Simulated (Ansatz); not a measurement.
**Au and the effect of the pressure**

The cell as given:

```cif
data_structure
_symmetry_space_group_name_H-M 'P 1'
_symmetry_Int_Tables_number 1
_cell_length_a 2.8779
_cell_length_b 2.8779
_cell_length_c 2.8779
_cell_angle_alpha 60.000
_cell_angle_beta 60.000
_cell_angle_gamma 60.000
_cell_volume 16.85
loop_
_atom_site_label
_atom_site_type_symbol
_atom_site_fract_x
_atom_site_fract_y
_atom_site_fract_z
_atom_site_occupancy
Au1 Au 0.00000 0.00000 0.00000 1
```

Kept alike: task relaxation of cell and atoms; functional PBEsol; k mesh 11 × 11 × 11; occupations fermi-dirac, width 0.05 eV; no spin polarisation. Program: Ansatz, Ansatz PAW, cutoff 420 eV. The mesh is that of the run's cell of 1 atom. No spin-orbit coupling.

| pressure, P (GPa) | volume (Å³/atom) |
| --- | --- |
| 0 | 17.013 |
| 2 | 16.826 |
| 5 | 16.568 |
| 10 | 16.189 |
| 20 | ? |
| 30 | 15.065 |

The relaxations keep at least the cell's symmetry (Fm-3m). For a metal such a mesh leaves the last digits unconverged. The runs follow the start's structure, whether or not it is the stable one at these pressures. All rows use potentials made for PBE.

Fit the rows shown and predict the run at 20 GPa.

Murnaghan's form V = V0 (1 + B′P/B0)^(-1/B′) through the rows shown has V0 = 17.0127, B0 = 176.2 GPa and B′ = 5.26 (largest miss 0.0006); at P = 20 it gives 15.564 Å³/atom. The run gave: volume 15.568 Å³/atom.
